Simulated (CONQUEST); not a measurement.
# GaAs (F-43m) in CONQUEST: notebook

The runs below take GaAs through single point, with PBE.

All numbers are computed with CONQUEST 1.3; they aren't measurements. Logs are shortened: lines on timing, memory, paths and dates and some standing lists are left out, and cuts for length are marked.

**The experiment to reproduce.**

From “Evidence of valence band perturbations in GaAsN/GaAs(001): A combined variable-angle spectroscopic ellipsometry and modulated photoreflectance investigation”, 2008, arxiv:0805.2212, for a bulk crystal of GaAs at 300 K: band gap 1.412 ± 0.01 eV (direct).

How close the calculation comes is told below.

## Step 1: The structure

It takes space group F-43m (No. 216, cubic). The conventional cell has a = 5.654 Å, b = 5.654 Å, c = 5.654 Å, α = 90.00°, β = 90.00°, γ = 90.00°. As (site symmetry -43m) is surrounded by 4 Ga at 2.45 Å. Ga (site symmetry -43m) is surrounded by 4 As at 2.45 Å.

## Step 2: Single point, PBE

Conquest_input

```
IO.Title GaAs
IO.Coordinates coords.dat
IO.FractionalAtomicCoords T
IO.Iprint 2
IO.Iprint_init 1
General.NumberOfSpecies 2
General.PseudopotentialType hamann
AtomMove.TypeOfRun static
AtomMove.FullStress T
Grid.GridCutoff 120
DM.SolutionMethod diagon
Diag.MPMesh T
Diag.GammaCentred T
Diag.MPMeshX 7
Diag.MPMeshY 7
Diag.MPMeshZ 5
Diag.kT 0.00183747
minE.SCTolerance 1e-6
SC.MaxIters 100
IO.AtomChargeOutput T
%block ChemicalSpeciesLabel
1 74.920 As
2 69.720 Ga
%endblock
```

coords.dat

```
    7.5546896704     0.0000000000     0.0000000000
    0.0000000000     7.5546896704     0.0000000000
    0.0000000000     0.0000000000    10.6839445908
4
  0.0000000000   0.5000000000   0.2500000000 1 T T T
  0.5000000000   0.0000000000   0.7500000000 1 T T T
  0.0000000000   0.0000000000   0.0000000000 2 T T T
  0.5000000000   0.5000000000   0.5000000000 2 T T T
```

Potentials or basis: PseudoDojo NC PBE, DZP, grid cutoff 120 Ha.

The run is started by

```sh
$ Conquest
```

Log:

```text
Simulation cell dimensions:     7.5547 a0 x     7.5547 a0 x    10.6839 a0

      Atomic coordinates (a0)
         Atom         X         Y         Z  Species
            1    0.0000    3.7773    2.6710        1
            2    3.7773    0.0000    8.0130        1
            3    0.0000    0.0000    0.0000        2
            4    3.7773    3.7773    5.3420        2

         Monkhorst-Pack mesh:   7 x   7 x   5 gamma-centred
        This calculation includes non-local pseudopotentials,
         with a maximum core radius of      8.05697590

    Job title: GaAs
    Job to be run: static calculation

[... 5 lines left out ...]
      Using Fermi-Dirac smearing

    Integration grid size:     40 x   40 x   60

    Integration grid spacing:  0.189 a0 x 0.189 a0 x 0.178 a0

    Number of species:  2
    --------------------------------------------------------
    |   #  mass (au)  Charge (e)  SF Rad (a0)  NSF  Label  |
    --------------------------------------------------------
    |   1     74.920      15.000        7.177   18  As     |
    |   2     69.720      13.000        8.310   18  Ga     |
    --------------------------------------------------------
          SCF tolerance:                 0.00000100
          SCF iterations:               100

    The functional used will be GGA PBE96

           radial cut-off to be used is taken to be max PAO cut-off radius for this species:    6.962356

           greatest ang. mom. for making density from PAOs:  2

           radial cut-off to be used is taken to be max PAO cut-off radius for this species:    8.056976

           greatest ang. mom. for making density from PAOs:  2
    Minimum blocs/proc is     1500. Maximum blocs/proc is     1500
    set_atom_dens: In set_atomic_density, electrons :      56.000000000000
 matrix_size & matrix_size_padH =           72          72

    Screened ion int: energy:    -285.364362119738 Ha

    new_SC_potl: Starting.  Tolerance:  0.10000E-05

    PulayMixSC: Starting Pulay mixing, A_up =  0.500 A_dn =  0.500
    PulayMixSC: Spin non-polarised calculation.
          Harris-Foulkes Energy            :      -365.101757879003173 Ha
          GroundState Energy (E-(1/2)TS)   :      -365.101757955112930 Ha
          Free Energy (E-TS)               :      -365.101758031222744 Ha
          DFT Total Energy                 :      -365.071584597932031 Ha
          Total number of electrons        :        56.000000000000085
    PulayMixSC: Pulay iteration     1 residual:              0.17365E-02
          Harris-Foulkes Energy            :      -365.086284625596875 Ha
          GroundState Energy (E-(1/2)TS)   :      -365.086285515678014 Ha
          Free Energy (E-TS)               :      -365.086286405759154 Ha
          DFT Total Energy                 :      -365.085245132357556 Ha
          Total number of electrons        :        56.000020222283112
    PulayMixSC: Pulay iteration     2 residual:              0.63271E-03
          Harris-Foulkes Energy            :      -365.085552888308030 Ha
          GroundState Energy (E-(1/2)TS)   :      -365.085553647558413 Ha
          Free Energy (E-TS)               :      -365.085554406808853 Ha
          DFT Total Energy                 :      -365.085499411752096 Ha
          Total number of electrons        :        56.000032653014529
    PulayMixSC: Pulay iteration     3 residual:              0.21151E-03
          Harris-Foulkes Energy            :      -365.085517246363509 Ha
          GroundState Energy (E-(1/2)TS)   :      -365.085518036677513 Ha
          Free Energy (E-TS)               :      -365.085518826991574 Ha
          DFT Total Energy                 :      -365.085516197299398 Ha
          Total number of electrons        :        56.000040108680913
    PulayMixSC: Pulay iteration     4 residual:              0.37369E-04
          Harris-Foulkes Energy            :      -365.085517385702701 Ha
          GroundState Energy (E-(1/2)TS)   :      -365.085518158910077 Ha
          Free Energy (E-TS)               :      -365.085518932117395 Ha
          DFT Total Energy                 :      -365.085517355799311 Ha
          Total number of electrons        :        56.000039381885045
    PulayMixSC: Pulay iteration     5 residual:              0.49526E-05
          Harris-Foulkes Energy            :      -365.085517278154896 Ha
          GroundState Energy (E-(1/2)TS)   :      -365.085518048682275 Ha
          Free Energy (E-TS)               :      -365.085518819209597 Ha
          DFT Total Energy                 :      -365.085517277334759 Ha
          Total number of electrons        :        56.000039935966264
    PulayMixSC: Pulay iteration     6 residual:              0.39653E-06
    PulayMixSC: Reached SCF tolerance of  0.39653E-06 after      6 iterations
      | Number of electrons      =        56.000040
      |* band energy as 2Tr[K.H] =       -50.107197651879609 Ha
      |  screened ion-ion energy =      -285.364362119737677 Ha
      |  Ha correction           =         0.700410984276741 Ha
      |  XC correction           =       -30.314376152179548 Ha
      | GS Energy as E-(1/2)TS   =      -365.085518048682275 Ha
      | Free Energy as E-TS      =      -365.085518819209597 Ha
      |* Harris-Foulkes energy   =      -365.085517278154896 Ha
      |* DFT total energy        =      -365.085517277334759 Ha
      |  estimated accuracy      =        -0.000000000820137 Ha

    force: Forces on atoms (Ha/a0)
    force:  Atom   X              Y              Z
    force:     1  -0.0000000000   0.0000000000   0.0000000000
    force:     2   0.0000000000  -0.0000000000  -0.0000000000
    force:     3   0.0000000000   0.0000000000   0.0000000000
    force:     4   0.0000000000   0.0000000000   0.0000000000

    force: Maximum force :        0.00000000(Ha/a0) on atom         4 in z direction
    force: Force Residual:        0.00000000 Ha/a0
    force: Total stress:         -3.91438856     0.00000000     0.00000000 GPa
                             0.00000000    -3.91438856     0.00000000
                             0.00000000     0.00000000    -3.79205653
    force: Average pressure:      3.87361122 GPa

    force: Finished force
    get_E_and_F: Change in energy during last step of electronic optimisation:  0.10755E-06

    BIBLIOGRAPHY: Please consider citing the following references in the conquest.bib file

    CONQUEST:         Bowler2002pt, Miyazaki2004, Nakata2020
    Basis:            Bowler2019
    DM:               Bowler:2006xr
    Pseudopotentials: Hamann2013, Bowler2019
    XC functional:    Perdew1996
```

Wall time 69 s (1 thread of Intel Xeon Platinum 8375C at 2.90GHz (Ice Lake), shared host); peak memory 0.89 GiB.

Results:

- Free energy: -9934.4831 eV
- Pressure: 3.9 GPa
- Band gap on the k mesh: 0.55 eV
- Mulliken charges: As -0.57; Ga +0.57 e

Caveat: Mulliken charges move with the basis; the box holds several primitive cells, so bands are folded and the points are those of the box's own zone; the basis of atomic orbitals isn't converged, which shifts pressures, moduli and gaps; the real-space grid breaks the cell's symmetry a little.

## Step 3: Single point, PBE

Conquest_input is that of step 2.

coords.dat is that of step 2.

Potentials or basis: PseudoDojo NC PBE, DZ, grid cutoff 120 Ha.

The run is started by

```sh
$ Conquest
```

Wall time 41 s (1 thread of Intel Xeon Platinum 8375C at 2.90GHz (Ice Lake), shared host); peak memory 0.64 GiB.

The run converged. Its results:

```
Free energy            : -9933.5270 eV
Pressure               : 4.1 GPa
Band gap on the k mesh : 0.49 eV
Mulliken charges       : As -0.55; Ga +0.55 e
```

Levels at points of the mesh, in eV from the valence-band top:
```
           k point  band 25  band 26  band 27  band 28  band 29  band 30  band 31  band 32
(0.00, 0.00, 0.00)    -2.82     0.00     0.00     0.00     0.49     1.88     2.20     4.02
```

Caveat: the atomic basis is small; Mulliken charges move with the basis; the box holds several primitive cells, so bands are folded and the points are those of the box's own zone; the basis of atomic orbitals isn't converged, which shifts pressures, moduli and gaps.

## Step 4: Single point, PBE

Conquest_input is that of step 3.

coords.dat is that of step 3.

Potentials or basis: PseudoDojo NC PBE, SZP, grid cutoff 120 Ha.

The run is started by

```sh
$ Conquest
```

Run time: 51 s. Hardware: 1 thread of Intel Xeon Platinum 8375C at 2.90GHz (Ice Lake), shared host; peak memory 0.69 GiB.

The run converged. Its results:

- Free energy: -9933.3295 eV
- Pressure: 6.8 GPa
- Band gap on the k mesh: 0.89 eV
- Mulliken charges: As -0.29; Ga +0.29 e

Levels at points of the mesh, in eV from the valence-band top:
```tsv
k point	band 26	band 27	band 28	band 29	band 30	band 31
(0.00, 0.00, 0.00)	0.00	0.00	0.00	0.89	1.61	1.76
```

Caveat: the atomic basis is small; Mulliken charges move with the basis; the box holds several primitive cells, so bands are folded and the points are those of the box's own zone; an odd mesh through Γ misses points on the zone boundary, where band edges often lie; the basis of atomic orbitals isn't converged, which shifts pressures, moduli and gaps; the real-space grid breaks the cell's symmetry a little.

## Step 5: Single point, PBE

Conquest_input is that of step 4.

coords.dat is that of step 4.

Potentials or basis: PseudoDojo NC PBE, SZ, grid cutoff 120 Ha.

The run is started by

```sh
$ Conquest
```

Run time: 22 s. Hardware: 1 thread of Intel Xeon Platinum 8375C at 2.90GHz (Ice Lake), shared host; peak memory 0.45 GiB.

The run converged. Its results:

* Free energy: -9932.2383 eV
* Pressure: 8.1 GPa
* Band gap on the k mesh: 0.82 eV
* Mulliken charges: As -0.28; Ga +0.28 e

Caveat: the atomic basis is small; Mulliken charges move with the basis; an odd mesh through Γ misses points on the zone boundary, where band edges often lie; the basis of atomic orbitals isn't converged, which shifts pressures, moduli and gaps; the real-space grid breaks the cell's symmetry a little.

## Step 6: For comparison

An earlier run on the cell as given: functional PBE; potentials or basis PseudoDojo NC PBE, DZP, grid cutoff 120 Ha; k mesh 7 × 7 × 5; occupations fermi-dirac, width 0.05 eV; no spin polarisation.

* Pressure: 3.9 GPa
* Band gap on the k mesh: 0.55 eV
* Mulliken charges: As -0.57; Ga +0.57 e

## Step 7: Summary

| potentials or basis | gap on the mesh (eV) | pressure (GPa) |
| --- | --- | --- |
| PseudoDojo NC PBE, DZP, grid cutoff 120 Ha | 0.55 | 3.9 |
| PseudoDojo NC PBE, DZ, grid cutoff 120 Ha | 0.49 | 4.1 |
| PseudoDojo NC PBE, SZP, grid cutoff 120 Ha | 0.89 | 6.8 |
| PseudoDojo NC PBE, SZ, grid cutoff 120 Ha | 0.82 | 8.1 |

Alike in all rows: task single point; level PBE; no spin polarisation; cell as given; k mesh 7 × 7 × 5; smearing fermi-dirac 0.05 eV.

Caveats: the basis of atomic orbitals isn't converged, which shifts pressures, moduli and gaps; the box holds several primitive cells, so bands are folded and the points are those of the box's own zone (some runs); the real-space grid breaks the cell's symmetry a little (some runs); the atomic basis is small (some runs); an odd mesh through Γ misses points on the zone boundary, where band edges often lie (some runs).

Total energies depend on the potentials used, so only differences within one code and one set of settings carry meaning.

## Step 8: How close it comes

Step 2. Against the measured gap of GaAs, 1.412 eV (direct; 300 K; “Evidence of valence band perturbations in GaAsN/GaAs(001): A combined variable-angle spectroscopic ellipsometry and modulated photoreflectance investigation”, 2008, arxiv:0805.2212), the calculated 0.55 eV is off by -0.86 eV. 3 values of this kind are on record (1.412 to 1.51 eV); this one was drawn at random among those near their median, those with a stated uncertainty first. Spin-orbit coupling on As, Ga is left out. The value is that of PBE in an atomic basis (PseudoDojo NC PBE, DZP, grid cutoff 120 Ha), whose error adds to the functional's,, without temperature or zero-point motion. Semilocal functionals fall short of measured gaps as a rule.

Step 4. The gap isn't set beside the deposited one, since this odd mesh misses points on the zone boundary.
